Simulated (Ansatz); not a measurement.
# Ca2O: balancing the decomposition

Theory: Ansatz 0.2.0, DFT PBE, scalar-relativistic, plane waves, PAW. Settings: cutoff 420 eV, Γ-centred meshes spaced at most about 0.3 Å⁻¹, and about 0.25 Å⁻¹ or finer for metals (2π included), Gaussian smearing. No spin polarisation.

Energies over the elements count from the elements' standard structures at the same level (O₂ as a molecule), with no fitted energy shifts.

These are static total energies at zero pressure. A magnetic state wasn't ruled out in cells without spin, among them Ca2O P-4m2.

A trial structure of Ca2O (reached from: 4-connected net, two elements spread over the vertices, changed on relaxing; relaxed: space group P-4m2 (No. 115), a = 3.779 Å, c = 5.769 Å) has a formation energy of -1.774 eV/atom. At its composition the lowest mixture among the elements and 1 reference phase computed alike (known compounds that weren't computed, and may change it: CaO2) consists of these:

```
      phase             source  ΔE_f (eV/atom)
 Ca (solid)            element           0.000
CaO (Fm-3m)  Materials Project          -2.947
```

Task: Write the balanced decomposition and find its energy per atom, per formula unit and per mole of formula units.

Result: Balancing Ca and O gives Ca2O → Ca + CaO. The left side holds 3 atoms, and the products take 1/3 (Ca) and 2/3 (CaO) of them. The mixture therefore lies at 1/3 × (0.000) + 2/3 × (-2.947) = -1.965 eV/atom. The reaction energy is -1.965 − (-1.774) = -0.191 eV/atom. Times 3 atoms that is -0.573 eV per Ca2O, and times 96.485 it is -55 kJ per mole of Ca2O. Decomposition is downhill, so the trial structure is unstable against this mixture.
